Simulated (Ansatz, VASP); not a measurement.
**Si3N4: VASP beside Ansatz**

The input POSCAR:

```
Si3N4
1.0
    0.0000000000      3.8937180000      3.8937180000
    3.8937180000      0.0000000000      3.8937180000
    3.8937180000      3.8937180000      0.0000000000
Si N
6 8
Direct
    0.6250000000      0.6250000000      0.1250000000
    0.6250000000      0.1250000000      0.6250000000
    0.1250000000      0.6250000000      0.6250000000
    0.6250000000      0.6250000000      0.6250000000
    0.2500000000      0.2500000000      0.2500000000
    0.0000000000      0.0000000000      0.0000000000
    0.8675630000      0.8675630000      0.8675630000
    0.8526890000      0.3824370000      0.3824370000
    0.3824370000      0.3824370000      0.8526890000
    0.3824370000      0.8526890000      0.3824370000
    0.8675630000      0.8675630000      0.3973110000
    0.8675630000      0.3973110000      0.8675630000
    0.3824370000      0.3824370000      0.3824370000
    0.3973110000      0.8675630000      0.8675630000
```

INCAR.step1

```
PREC = Accurate
ENCUT = 520
ISMEAR = 0
SIGMA = 0.1
LREAL = False
LASPH = True
NELM = 80
NBANDS = 45
GGA = PE
ALGO = Normal
EDIFF = 1E-4
LWAVE = True
LCHARG = False
```

The input INCAR.step2:

```
PREC = Accurate
ENCUT = 520
EDIFF = 1E-7
ISMEAR = 0
SIGMA = 0.1
LREAL = False
LASPH = True
NELM = 80
ALGO = Normal
ISIF = 2
LWAVE = False
LCHARG = False
METAGGA = R2SCAN
LMIXTAU = True
NBANDS = 45
ISTART = 1
```

KPOINTS

```
Automatic mesh
0
Gamma
  4 4 4
```

Input for Ansatz:

```yaml
crystal:
  lattice:
    - [0.0, 3.893718, 3.893718]
    - [3.893718, 0.0, 3.893718]
    - [3.893718, 3.893718, 0.0]
  atoms:
    - { symbol: Si, position: [0.625, 0.625, 0.125] }
    - { symbol: Si, position: [0.625, 0.125, 0.625] }
    - { symbol: Si, position: [0.125, 0.625, 0.625] }
    - { symbol: Si, position: [0.625, 0.625, 0.625] }
    - { symbol: Si, position: [0.25, 0.25, 0.25] }
    - { symbol: Si, position: [0.0, 0.0, 0.0] }
    - { symbol: "N", position: [0.867563, 0.867563, 0.867563] }
    - { symbol: "N", position: [0.852689, 0.382437, 0.382437] }
    - { symbol: "N", position: [0.382437, 0.382437, 0.852689] }
    - { symbol: "N", position: [0.382437, 0.852689, 0.382437] }
    - { symbol: "N", position: [0.867563, 0.867563, 0.397311] }
    - { symbol: "N", position: [0.867563, 0.397311, 0.867563] }
    - { symbol: "N", position: [0.382437, 0.382437, 0.382437] }
    - { symbol: "N", position: [0.397311, 0.867563, 0.867563] }
basis:
  ecutwfc: 500
kpoints:
  mp_grid: { grid: [4, 4, 4] }
hamiltonian:
  xc: r2scan
  pseudopotentials: { kind: paw, azcp: { folder: soft_1 } }
scf:
  occupations: { method: gaussian, width: 0.1 }
output:
  forces: true
  stress: true
  eigenvalues: true
```

The cell is a database's computed one.

Alike in both runs: task single point; functional r2SCAN; k mesh 4 × 4 × 4; occupations gaussian, width 0.1 eV; no spin polarisation.

```csv
,VASP,Ansatz
version,VASP 6.6.1,Ansatz 0.2.0
potentials or method,"VASP PAW PBE potentials, release 64 (Si, N)","scalar-relativistic, plane waves, PAW"
plane-wave cutoff (eV),520,500
valence electrons in the cell,64,64
```

VASP gave:

| Quantity | Value |
| --- | --- |
| gap on the k mesh at the Fermi level (eV) | 3.96 |
| least direct gap on the mesh (eV) | 3.96 |
| pressure (GPa) | -6.7 |
| rms of the force components (eV/Å) | 0.024 |

What did Ansatz give for the same quantities?

gap on the k mesh at the Fermi level (eV): 3.96; least direct gap on the mesh (eV): 3.96; pressure (GPa): -6.9; rms of the force components (eV/Å): 0.033.

Atom by atom the forces differ by 0.009 eV/Å (rms over components).

Caveats: the PAW data sets were made with another functional, which shifts forces and pressure a little (VASP). r2SCAN opens gaps a little over a GGA but as a rule still falls short of measured ones.
